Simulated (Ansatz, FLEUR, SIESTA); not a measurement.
# SnO: programs and potentials compared

```xyz
4
Lattice="3.8137 0.0000 0.0000 0.0000 3.8137 0.0000 0.0000 0.0000 4.8869" Properties=species:S:1:pos:R:3 pbc="T T T"
Sn    1.9068    0.0000    3.7367
Sn    0.0000    1.9068    1.1503
O     0.0000    0.0000    0.0000
O     1.9068    1.9068    0.0000
```

The cell is a database's computed one, not the measured one.

Alike in all runs: task band structure; functional LDA; k mesh 7 × 7 × 6; occupations fermi-dirac, width 0.05 eV; no spin polarisation; no spin-orbit coupling. LDA stands for any of its common fits. Pressure is positive in compression and, in plane waves, holds the error of the finite cutoff. Gaps are the smaller of the mesh's and the band path's.

```
                                                                                   program and potentials  plane-wave cutoff (eV)         notes  band gap (eV)  pressure (GPa)  largest force (eV/Å)
SIESTA, files PseudoDojo sr-lda-0.4.1-standard, DZP (energy shift 0.003 Ry; two zetas on semicore shells)                       -  atomic basis           0.19           -0.47                 0.308
                                                           Ansatz, all-electron LAPW, scalar-relativistic                       -             -           0.22           -3.30                 0.236
                                                                               FLEUR, all-electron, FLAPW                       -             -           0.21               -                     -
```

Force on atom 1 (Sn), eV/Å:

```tsv
program and potentials	x	y	z
SIESTA, files PseudoDojo sr-lda-0.4.1-standard, DZP (energy shift 0.003 Ry; two zetas on semicore shells)	0.000	0.000	-0.308
Ansatz, all-electron LAPW, scalar-relativistic	0.000	0.000	0.236
```

The band gap spans 0.19 (SIESTA, files PseudoDojo sr-lda-0.4.1-standard, DZP (energy shift 0.003 Ry; two zetas on semicore shells)) to 0.22 eV (Ansatz, all-electron LAPW, scalar-relativistic), with all-electron results at 0.21 to 0.22. The pressure spans -3.30 (Ansatz, all-electron LAPW, scalar-relativistic) to -0.47 GPa (SIESTA, files PseudoDojo sr-lda-0.4.1-standard, DZP (energy shift 0.003 Ry; two zetas on semicore shells)), with all-electron results at -3.30. The paths' points differ, which is worth about 0.01 eV. Rows in atomic bases carry the error of their basis and grid, which can be large.

The functional is the same throughout but for its coding, so the spread measures potentials, basis and numerics; runs on potential files found faulty are left out.
